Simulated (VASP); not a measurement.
**VASP inputs for Si (strained lonsdaleite (2H))**

INCAR

```
ISMEAR = 0
LASPH = .TRUE.
LCHARG = .TRUE.
NBANDS = 16
ENCUT = 520
LREAL = .FALSE.
LWAVE = .FALSE.
EDIFF = 1E-7
METAGGA = R2SCAN
ALGO = Normal
NSW = 0
ISIF = 2
NELM = 120
LELF = .TRUE.
IBRION = -1
PREC = Accurate
SIGMA = 0.01
```

KPOINTS

```
KPOINTS created by Atomic Simulation Environment
0
Gamma
12 12 4
0 0 0
```

KPOINTS_OPT

```
special points
7
Reciprocal
0.0000000000 0.0000000000 0.0000000000 1
0.5000000000 0.0000000000 0.0000000000 1
0.3333333333 0.3333333333 0.0000000000 1
0.0000000000 0.0000000000 0.5000000000 1
0.5000000000 0.0000000000 0.5000000000 1
0.3333333333 0.3333333333 0.5000000000 1
0.0000000000 0.5000000000 0.0000000000 1
```

POSCAR

```
Si
 1.0000000000000000
     3.8321295590073570    0.0000000000000000    0.0000000000000000
    -1.9160647795036785    3.3187215486936292    0.0000000000000000
     0.0000000000000000    0.0000000000000000    6.4680411976999999
 Si
   4
Cartesian
 -0.0000000000000000  2.2124810324624193  0.0102558172823780
  1.9160647795036783  1.1062405162312097  3.2442764161323776
 -0.0000000000000000  2.2124810324624193  2.4152596318551223
  1.9160647795036783  1.1062405162312097  5.6492802307051218
```

VASP ran with the recommended PBE PAW datasets (16 valence electrons in the cell).

What does this run give?

gap between bands v and c 0.73 eV; least direct gap 1.52 eV; pressure -2.1 GPa.

Band v is the last that the valence electrons fill when counted band by band, and c is the next. Levels in eV from the top of v:

```
point    v−1      v     c   c+1
    Γ   0.00   0.00  1.52  2.17
    M  -3.07  -1.54  0.73  2.58
    K  -3.68  -3.52  0.98  5.40
    A  -0.90  -0.90  2.24  2.24
    L  -2.48  -2.48  1.08  1.08
    H  -2.20  -2.20  1.68  1.68
```
